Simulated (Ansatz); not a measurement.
## MgTe (F-43m): the size of the finite step

```xyz
2
Lattice="0.0000 3.1852 3.1852 3.1852 0.0000 3.1852 3.1852 3.1852 0.0000" Properties=species:S:1:pos:R:3 pbc="T T T"
Mg    0.0000    0.0000    0.0000
Te    1.5926    1.5926    1.5926
```

Unless marked otherwise, the numbers come from LDA, PAW on Ansatz 0.2.0's default frozen-core files (fitted under PBE), scalar-relativistic. k mesh 8×8×8, strains of ±0.003, fixed occupations, cutoff 420 eV. The cell was relaxed by PAW under this functional, which moved its volume by -4 % from the database entry's. This phase needn't be the one found at ambient conditions.

(1) Elastic constants come from stresses at strains of ±0.003 (two-point stencil): C11 = 48.3, C12 = 33.8, C44 = 17.4 GPa. What does an amplitude of 0.0002 give?

Answers

(1) C11 = 48.3, C12 = 33.8, C44 = 17.4 GPa. Nothing moves by 1 %. Steps under 0.001 aren't safe in general, since the basis can change from cell to cell and the noise grows as 1/δ.

Keep in mind: frozen-core PAW files fitted under PBE, their cores solved anew for the functional of the run; constants at zero field, no piezoelectric stiffening; this zinc-blende form is metastable at ambient conditions.
